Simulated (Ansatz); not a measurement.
Pt under changes of volume

One of the cells (15.904 Å³/atom); the others are scaled copies at fixed shape and fractional positions:

```
CELL_PARAMETERS angstrom
-1.58422 1.58422 1.58422
1.58422 -1.58422 1.58422
1.58422 1.58422 -1.58422
ATOMIC_POSITIONS crystal
Pt 0.00000 0.00000 0.00000
```

This isn't the form of Pt at room conditions, which is fcc.

```yaml
Program: Ansatz 0.2.0
Functional: r2SCAN
Potentials_or_basis: Ansatz PAW
Cutoff: "500 eV (not typed: the program's choice for these potentials)"
k_mesh: 12 × 12 × 12
Occupations: fermi-dirac, width 0.05 eV
Spin: no spin polarisation
```

```tsv
volume (Å³/atom)	energy over the lowest point (meV/atom)	pressure (GPa)
14.950	13.38	9.5
15.268	0.90	3.3
15.586	0.00	-2.1
15.904	9.22	-6.9
16.222	27.29	-11.1
16.540	?	?
16.858	85.68	-17.9
```

Problem. What does the run at 16.540 Å³/atom give?

Solution. Energy over the lowest point 53.11 meV/atom; pressure -14.7 GPa.

Worked out: A Birch-Murnaghan fit of order 3 (a polynomial in V^(-2/3)) to the other rows has its minimum at 15.45 Å³/atom with B0 = V·E''(V) = 262 GPa and B' = 5.5. It gives 53.11 meV/atom at 16.540 Å³/atom, against the run's 53.11, and -dE/dV = -14.8 GPa, against -14.7.

Energies are extrapolated to zero smearing.

Caveats: the PAW data sets come from PBE, with cores solved anew for the run's functional, which leaves a small shift of forces and pressure.
